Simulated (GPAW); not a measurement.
# C (C2/m) in GPAW: a series of runs, part 2 of 2

GPAW 26.7.0. Earlier steps stand in the parts before.

## Step 3: Single point, r2SCAN

The input, run.py:

```python
from ase.dft.bandgap import bandgap
from ase.io import read, write
from ase.units import GPa
from gpaw import GPAW, PW

atoms = read('C.cif')

calc = GPAW(mode=PW(550),
            xc='MGGA_X_R2SCAN+MGGA_C_R2SCAN',
            kpts={'size': (10, 10, 6), 'gamma': True},
            occupations={'name': 'fermi-dirac', 'width': 0.05},
            nbands=11,
            maxiter=120,
            txt='gpaw.txt')
atoms.calc = calc
energy = atoms.get_potential_energy()
forces = atoms.get_forces()
stress = atoms.get_stress()
calc.write('gs.gpw')
write('result.traj', atoms)
print(f'Energy: {energy:.6f} eV')
print('Forces (eV/A):')
print(forces.round(4))
print('Stress (GPa):', (stress / GPa).round(3))
print('Fermi level:', round(calc.get_fermi_level(), 4), 'eV')
print(f'Gap: {bandgap(calc)[0]:.4f} eV, direct: {bandgap(calc, direct=True)[0]:.4f} eV')
```

The input, C.cif:

```cif
data_C
_cell_length_a 2.45645465
_cell_length_b 2.45645465
_cell_length_c 3.76452542
_cell_angle_alpha 108.49663009
_cell_angle_beta 108.49663009
_cell_angle_gamma 60.00296887
_space_group_name_H-M_alt 'P1'
_space_group_name_Hall 'P 1'
_space_group_IT_number 1
loop_
_space_group_symop_operation_xyz
'x,y,z'
loop_
_atom_site_label
_atom_site_type_symbol
_atom_site_symmetry_multiplicity
_atom_site_Wyckoff_symbol
_atom_site_fract_x
_atom_site_fract_y
_atom_site_fract_z
_atom_site_occupancy
C1 C 1 a 0.1666444700 0.1666444700 0.9999069600 1
C2 C 1 a 0.8333555300 0.8333555300 0.0000930400 1
```

Potentials or basis: GPAW PAW data sets (gpaw-data 1.2.1), pw.

Run with:

```bash
$ OMP_NUM_THREADS=1 python run.py
```

gpaw.txt:

```text
__  _  _
 | _ |_)|_||  |
 |__||  | ||/\| - 26.7.0

Input parameters:
  mode=PW(ecut=550.0),
  kpts=MonkhorstPack(size=(10, 10, 6), gamma=True),
  maxiter=120,
  nbands=11,
  occupations=Occupations(name='fermi-dirac', width=0.05),
  xc=XC(name='MGGA_X_R2SCAN+MGGA_C_R2SCAN')

Diagonalizing LCAO Hamiltonian
Converting LCAO to pw mode

       C

                  C

Atoms  # Å, Bohr magnetons
|   | symbol |         x |         y |        z |    initial magnetic moments |
|---|--------|-----------|-----------|----------|-----------------------------|
| 0 |      C | -0.580167 | -0.334980 | 3.502504 | ( 0.0000,  0.0000,  0.0000) |
| 1 |      C |  3.070447 |  1.772830 | 0.000326 | ( 0.0000,  0.0000,  0.0000) |

Unit cell  # Å
| periodic |         x |         y |        z |  lengths |     angles |
|----------|-----------|-----------|----------|----------|------------|
|      yes |  2.456455 |  0.000000 | 0.000000 | 2.456455 | 108.496630 |
|      yes |  1.228117 |  2.127416 | 0.000000 | 2.456455 | 108.496630 |
|      yes | -1.194291 | -0.689566 | 3.502830 | 3.764525 |  60.002969 |

Number of symmetries: 4
Symmetry operations  # r_c * U_cc + t_c -> r_c
|   | kind |            matrix            |
|---|------|------------------------------|
| 0 |  E   |  1, 0, 0,  0, 1, 0,  0, 0, 1 |
| 1 |  σ   |  0, 1, 0,  1, 0, 0,  0, 0, 1 |
| 2 |  C2  |  0,-1, 0, -1, 0, 0,  0, 0,-1 |
| 3 |  i   | -1, 0, 0,  0,-1, 0,  0, 0,-1 |

BZ-sampling:
  Number of BZ points: 600
  Number of IBZ points: 172

  Monkhorst-Pack size: [10, 10, 6]
  Monkhorst-Pack shift: [0.05, 0.05, 0.08333333333333333]

K-points  # in reciprocal-cell coordinates
|     |                                coordinates |     weight |
|-----|--------------------------------------------|------------|
|   0 | (  0.00000000,   0.00000000,   0.00000000) | 0.00166667 |
|   1 | (  0.00000000,   0.00000000,   0.16666667) | 0.00333333 |
|   2 | (  0.00000000,   0.00000000,   0.33333333) | 0.00333333 |
|   3 | (  0.00000000,   0.00000000,   0.50000000) | 0.00166667 |
|   4 | (  0.10000000,  -0.10000000,   0.00000000) | 0.00333333 |
|   5 | (  0.10000000,  -0.10000000,   0.16666667) | 0.00666667 |
|   6 | (  0.10000000,  -0.10000000,   0.33333333) | 0.00666667 |
|   7 | (  0.10000000,  -0.10000000,   0.50000000) | 0.00333333 |
|   8 | (  0.10000000,   0.00000000,  -0.33333333) | 0.00666667 |
|   9 | (  0.10000000,   0.00000000,  -0.16666667) | 0.00666667 |
| ... |                                            |            |
| 171 | (  0.50000000,   0.50000000,   0.50000000) | 0.00166667 |

Plane wave coefficients: 548
Cutoff: 550.0 eV

Spin-components: 1 (collinear spins)
Bands:           11
Projectors:      10
Spin-degeneracy: 2
Datatype:        complex128

Parallelization:
  kpt:    1
  domain: 1
  band:   1

Density:
  Valence electrons: 8.0
  Components: 1
  Grid points: [14 14 21]
  Charge: 0.0  # |e|

Potential:
  Grid points: [14 14 21]

species:
  C:
    name:    Carbon
    Z:       6.0
    valence: 4
    core:    2
    charge:  0.0  # [|e|]
    compensation charges:
      type: gauss
      rc: 0.20  # [Å]
      lmax: 2
    cutoffs:
      filter: 1.14  # [Å]
      core: 1.14  # [Å]
    projectors
    | kind |    occ | energy [eV] | rcut [Å] |
    |------|--------|-------------|----------|
    |   2s |  2.000 |     -13.751 |    0.635 |
    |   2p |  2.000 |      -5.284 |    0.635 |
    |    s |        |      13.461 |    0.635 |
    |    p |        |      21.927 |    0.635 |
    |    d |        |       0.000 |    0.635 |

    Using partial waves for C as LCAO basis

Reference energy: -2055.256231  # eV

eigensolver:
  PPCG
  Converge bands: occupied
  niter=2

density mixing:
  MSR1-Mixer
  Pratt-step length: 0.05
  Maximum mixing coefficient: 0.75
  Old densities: 10
  SVD Regularization: 0.005
  Good broyden scale: 1.0
  Trust region scale: 1.0
  Backstep threshold: 4.0
  History deletion threshold: 6.0
  Fourier metric: weight=20.0, sigma=0.015

occupation numbers:
  Fermi-Dirac:
    width: 0.0500  # eV

poisson solver:
  ecut: 4400.0  # eV

xc functional:
  name: MGGA_X_R2SCAN+MGGA_C_R2SCAN with 2 nearest neighbor stencil

convergence criteria:
- Maximum [total energy] change in last 3 cyles: 0.0005 eV / valence electron
- Maximum integral of absolute [dens]ity change: 0.0001 electrons / valence electron
- Maximum integral of absolute [eigenst]ate change: 4e-08 eV^2 / valence electron
maximum number of iterations: 120

SCF iterations
|iter     | |      energy | eigst |  dens |
|---------|-|-------------|-------|-------|
|iter:   1| |  -22.420301 | +0.53 |       |
|iter:   2| |  -20.531420 | -1.12 | -0.78 |
|iter:   3| |  -19.890769 | -1.18 | -0.80 |
|iter:   4| |  -19.886527 | -3.01 | -1.54 |
|iter:   5| |  -19.888322 | -4.05 | -1.90 |
|iter:   6| |  -19.888324c| -5.76 | -3.16 |
|iter:   7| |  -19.888326c| -7.22 | -3.79 |
|iter:   8| |  -19.888326c| -8.16c| -5.08c|

Converged in 8 steps
Energy contributions relative to reference atoms: (reference = -2055.256231)

Energy contributions:
  Kinetic:          16.055695
  Coulomb:         -16.500827
  Zero:              0.014119
  External:          0.000000
  Xc:              -19.457313
  Entropy:          -0.000000
  Spinorbit:         0.000000
  ----------------------------
  Free energy:     -19.888326
  Extrapolated:    -19.888326

dipole moment: (0.000001, 0.000001, 0.000002)  # |e|*Ang

Fermi level: 5.844
Eigenvalues  # (at kpt = [0.000, 0.000, 0.000])
| band index |      eig [eV] | occ [0-2] |
|------------|---------------|-----------|
|          0 |       -15.177 |     2.000 |
|          1 |        -1.500 |     2.000 |
|          2 |         2.540 |     2.000 |
|          3 |         2.544 |     2.000 |
|          4 |         9.825 |     0.000 |
|          5 |        14.530 |     0.000 |
|          6 |        14.532 |     0.000 |
|          7 |        18.200 |     0.000 |
|          8 |        19.108 |     0.000 |
|          9 |        29.846 |     0.000 |
|         10 |        31.194 |     0.000 |

Gap: 1.471 eV
Transition (v -> c):
  (s=0, k=48, n=3, [0.30, -0.30, 0.00]) -> (s=0, k=96, n=4, [0.40, -0.30, 0.33])
Direct/indirect transitions are different
Direct gap: 1.498 eV
Transition at: (s=0, k=96, n=3, [0.40, -0.30, 0.33])

Forces  # eV/Ang
|        x |        y |        z |
|----------|----------|----------|
| -0.00328 | -0.00189 |  0.01169 |  # C    0
|  0.00328 |  0.00189 | -0.01169 |  # C    1

Stress tensor  # eV/Ang^3
|         x |         y |         z |
|-----------|-----------|-----------|
|  0.000446 | -0.000242 |  0.000231 |
| -0.000242 |  0.000726 |  0.000133 |
|  0.000231 |  0.000133 | -0.000920 |

# Writing to gs.gpw (mode='')
```

stdout:

```text
Energy: -19.888326 eV
Forces (eV/A):
[[-0.0033 -0.0019  0.0117]
 [ 0.0033  0.0019 -0.0117]]
Stress (GPa): [ 0.071  0.116 -0.147  0.021  0.037 -0.039]
Fermi level: 5.8438 eV
Gap: 1.4712 eV, direct: 1.4975 eV
```

Wall time 49 s (1 thread of Arm Neoverse V1, shared host); peak memory 0.17 GiB.

These settings aren't checked as converged: the numbers below hold their error.

Results:

```yaml
Free_energy: -19.8883 eV
Pressure: 0.0 GPa
Largest_force: 0.012 eV/Å
Band_gap_on_the_k_mesh: 1.47 eV, indirect (least direct gap 1.50 eV)
```

Caveat: the cutoff is short for stress and forces, so pressures can be off by a GPa or more; the PAW data sets were made with another functional, which shifts forces and pressure a little.

## Step 4: Single point, LDA

Edit run.py of step 3 so:

```diff
@@ -1,3 +1,4 @@
+from ase import Atoms
 from ase.dft.bandgap import bandgap
-from ase.io import read, write
+from ase.io import write
 from ase.units import GPa
@@ -5,6 +6,12 @@
 
-atoms = read('C.cif')
+atoms = Atoms(['C', 'C'],
+              cell=[[2.1273203072, -1.22828244, 0.0],
+                    [2.1273203072, 1.22828244, 0.0],
+                    [-1.3790696309, 0.0, 3.5028300786]],
+              scaled_positions=[[0.16664447, 0.16664447, 0.99990696],
+                                [0.83335553, 0.83335553, 0.00009304]],
+              pbc=True)
 
-calc = GPAW(mode=PW(550),
-            xc='MGGA_X_R2SCAN+MGGA_C_R2SCAN',
+calc = GPAW(mode=PW(650),
+            xc='LDA',
             kpts={'size': (10, 10, 6), 'gamma': True},
```

Potentials or basis: the program's PAW data sets (release 1.2.1) made for this functional, pw.

Run with:

```bash
$ OMP_NUM_THREADS=1 python run.py
```

Wall time 19 s (1 thread of Arm Neoverse V2, shared host); peak memory 0.16 GiB.

It converged, with:

| Item | Value |
| --- | --- |
| Free energy | -20.2478 eV |
| Pressure | -3.9 GPa |
| Largest force | 0.005 eV/Å |
| Band gap on the k mesh | 1.35 eV, indirect (least direct gap 1.38 eV) |

Forces on the atoms (eV/Å):
```
C   -0.003  0.000  0.004
C    0.003  0.000 -0.004
```

Stress tensor (GPa, compression positive):
```
-5.26  0.00 -0.03
 0.00 -5.32  0.00
-0.03  0.00 -1.13
```

Levels at points of the mesh, in eV from the valence-band top:
```
           k point  band 2  band 3  band 4  band 5  band 6  band 7
(0.00, 0.00, 0.00)   -6.25   -2.41   -2.41    4.10    8.97    8.98
(0.00, 0.00, 0.50)   -7.89   -2.42   -2.42    8.94    8.94    9.69
(0.50, 0.00, 0.00)  -12.65   -5.81   -1.47    2.53    8.32   11.89
(0.50, 0.00, 0.50)  -12.58   -5.84   -2.08    1.87    8.02   13.23
(0.50, 0.50, 0.00)  -12.59   -5.84   -2.04    1.92    8.02   13.14
(0.50, 0.50, 0.50)  -12.64   -5.81   -1.52    2.48    8.32   11.98
```

Caveat: the cutoff is short for stress and forces, so pressures can be off by a GPa or more.
